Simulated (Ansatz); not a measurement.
Zr, DFT, PBEsol, PAW with Ansatz's default frozen-core files, scalar-relativistic (Ansatz 0.2.0), run on 1 thread of Arm Neoverse V2 on a shared host.

The cell comes from COD entry 9008559, which wasn't checked; take it as a given geometry.

Command: `ansatz run input.yaml --threads 1 --pin off --max-ram 2048MiB --backend cpu --events-out ev --progress --plain --runs-dir out`

```yaml
crystal:
  lattice:
    - [-1.81, 1.81, 1.81]
    - [1.81, -1.81, 1.81]
    - [1.81, 1.81, -1.81]
  atoms:
    - { symbol: Zr, position: [0.0, 0.0, 0.0] }
kpoints:
  mp_grid: { grid: [16, 16, 16] }
  band_path:
    path:
      - [0.0, 0.0, 0.0]
      - [0.5, -0.5, 0.5]
      - [0.0, 0.0, 0.5]
      - [0.0, 0.0, 0.0]
      - [0.25, 0.25, 0.25]
      - [0.5, -0.5, 0.5]
      - [0.25, 0.25, 0.25]
      - [0.0, 0.0, 0.5]
    npoints: 5
scf:
  occupations: { method: fermi_dirac, width: 0.03 }
hamiltonian:
  xc: pbesol
  pseudopotentials: { kind: paw }
output:
  forces: true
  stress: true
  eigenvalues: true
  efg: { contact_densities: true }
```

Question: How large is the problem that the program sets up?

Answer: 145 irreducible k-points, 459 plane waves at Γ, 10 bands.

Question: Estimate the wall time.

Answer: 3.5 s of wall time for 6 SCF iterations. Times on shared machines scatter by tens of per cent.

Question: And the same cell and mesh by LAPW (all electrons), asked for forces, stress, eigenvalues and the same band path, on the same hardware?

Answer: 11 s.
